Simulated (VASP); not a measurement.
## P: single point with LDA

P:

```xyz
2
Lattice="-2.4078 2.7518 1.2630 2.7518 -2.4078 1.2630 2.3220 2.3220 -0.6331" Properties=species:S:1:pos:R:3 pbc="T T T"
P    -2.2809    2.6249    1.2630
P    -0.0838    2.7498    0.9465
```

This isn't the form of P at room conditions, which is orthorhombic.

```
Program             : VASP 6.6.1
Task                : single point
Functional          : LDA
Potentials or basis : VASP PAW LDA potentials, release 64 (P)
Cutoff              : 520 eV
k mesh              : 21 × 21 × 15
Occupations         : fermi-dirac, width 0.1 eV
Spin                : no spin polarisation
```

The pressure is -0.2 GPa and the largest force is 0.077 eV/Å. The band gap on the k mesh is none (metal or under the smearing width).

Forces in eV/Å, atoms in the order of the input:
```
P    0.054 -0.054  0.000
P   -0.054  0.054  0.000
```

Stress tensor (GPa, compression positive):
```
-0.30  0.01  0.05
 0.01 -0.30  0.05
 0.05  0.05  0.05
```

Levels at points of the mesh, in eV from the Fermi level:
| k point | band 1 | band 2 | band 3 | band 4 | band 5 | band 6 | band 7 | band 8 | band 9 | band 10 |
| --- | --- | --- | --- | --- | --- | --- | --- | --- | --- | --- |
| (0.00, 0.00, 0.00) | -16.07 | -7.03 | -4.93 | -4.60 | 0.37 | 4.09 | 4.89 | 6.40 | 6.80 | 7.42 |

Wall time 6.9 min on 1 thread of AMD EPYC 9R45 96-Core Processor (Zen 5) (shared host), peak memory 0.52 GiB.
